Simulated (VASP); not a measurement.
CoO:

```
Co O
1.0
     2.57053    0.00000    0.00000
     0.00000    2.57053    0.00000
     0.00000    0.00000    2.57053
Co O
1 1
Direct
  0.00000 0.00000 0.00000
  0.50000 0.50000 0.50000
```

Measurements of this composition are mostly on another form, of space group No. 225.

Program: VASP 6.6.1. Alike in all runs: task single point; cell as given; cutoff (eV) 520.

Task: Order these runs on this cell by their pressure, lowest first.
A. level r2SCAN; potentials or basis VASP PAW PBE potentials, release 64 (Co, O); spin collinear, ferromagnetic start; k mesh 10 × 10 × 10; smearing fermi-dirac 0.05 eV
B. level LDA; potentials or basis VASP PAW LDA potentials, release 64 (Co, O); spin collinear, ferromagnetic start; k mesh 7 × 7 × 7; smearing gaussian 0.05 eV
C. level LDA+U; potentials or basis VASP PAW LDA potentials, release 64 (Co, O); spin collinear, random start; U Co d U = 4 eV; k mesh 7 × 7 × 7; smearing gaussian 0.05 eV
D. level PBE+U; potentials or basis VASP PAW PBE potentials, release 64 (Co, O); spin collinear, random start; U Co d U = 7 eV; k mesh 7 × 7 × 7; smearing gaussian 0.05 eV

Result: B (-9.1 GPa), C (-2.7 GPa), A (11.6 GPa), D (16.4 GPa).

Caveats: a cell with one magnetic atom can't hold antiferromagnetic order, which such compounds often take; the PAW data sets were made with another functional, which shifts forces and pressure a little (some runs).

Not every run made on this cell is shown here.
